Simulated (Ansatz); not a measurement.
Here is an unrelaxed guess for GaSb.

```
CELL_PARAMETERS angstrom
7.19450 0.00000 0.00000
0.00000 7.19450 0.00000
0.00000 0.00000 3.92757
ATOMIC_POSITIONS crystal
Ga 0.66924 0.66924 0.50000
Ga 0.16924 0.83076 0.25000
Ga 0.33076 0.33076 0.00000
Ga 0.83076 0.16924 0.75000
Sb 0.83076 0.83076 0.00000
Sb 0.33076 0.66924 0.75000
Sb 0.16924 0.16924 0.50000
Sb 0.66924 0.33076 0.25000
```

Computed with DFT PBE, scalar-relativistic, plane waves, PAW (Ansatz). Cutoff 420 eV; k points 4×4×4 on the computed 8-atom cell (Γ-centred); Gaussian smearing, width 0.10 eV; no spin polarisation.

Energies over the elements count from the elements' standard structures at the same level, with no fitted energy shifts.

Question: How far from equilibrium is it?

Answer: The pressure is 9.7 GPa (the mean over three directions, positive in compression), the largest force is 0.13 eV/Å, and the energy is +0.17 eV/atom against the elements. The shortest distance is 2.56 Å.

Question: Is it a good guess?

Answer: A fair one: relaxing gains about 0.14 eV/atom (the start's value is from the coarse mesh, so the gain is rough) in 9 ionic steps and ends at +0.03 eV/atom on the finer mesh. The symmetry stays P4_12_12 (No. 92). The volume per atom grows by 16.2 %, from 25.4 to 29.5 Å³. The shortest distance goes from 2.56 Å (Ga–Sb) to 2.71 Å (Ga–Sb). Conventional cell: a = 7.460 Å, c = 4.244 Å. Ga is surrounded by 4 Sb at 2.71–2.75 Å; around Sb lie 4 Ga at 2.71–2.75 Å.

The last run used a 6×6×10 mesh (in the run's order of axes) for its 8-atom cell and Gaussian smearing of 0.10 eV. These runs have no spin–orbit coupling, which can matter for Sb. The relaxation can't lower the symmetry of the start, and the grade says only how near the guess is to its own end. Symmetry constrained the relaxation, so the result can be a saddle point.
